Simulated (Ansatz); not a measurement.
A run of Ansatz 0.2.0:

input.yaml

```yaml
crystal:
  lattice:
    - [-1.51435, 1.51435, 1.51435]
    - [1.51435, -1.51435, 1.51435]
    - [1.51435, 1.51435, -1.51435]
  atoms:
    - { symbol: V, position: [0.0, 0.0, 0.0], spin: 2.0 }
kpoints:
  mp_grid: { grid: [9, 9, 9] }
scf:
  occupations: { method: fermi_dirac, width: 0.05 }
hamiltonian:
  xc: lda
  pseudopotentials: { kind: all_electron, lapw: { basis_error: 0.001 } }
magnetization:
  spin_polarized: true
output:
  forces: true
  stress: true
relax:
  f_tol: 0.005
  max_steps: 60
  cell: {}
```

Potentials or basis: all-electron LAPW, scalar-relativistic.

The run is started by

```sh
$ ansatz run input.yaml --threads 2 --pin off --max-ram 6144MiB --backend cpu --events-out ev --progress --plain --runs-dir out
```

Hardware: 2 threads of Arm Neoverse V2, on a shared host.

How long does it take, and how much memory?

Run time: 10 s on 2 threads of Arm Neoverse V2, with other jobs on the host, peak memory 0.29 GiB. Counts: scf iterations 30, plane waves 141, k points 35, bands 12, ion steps 5.
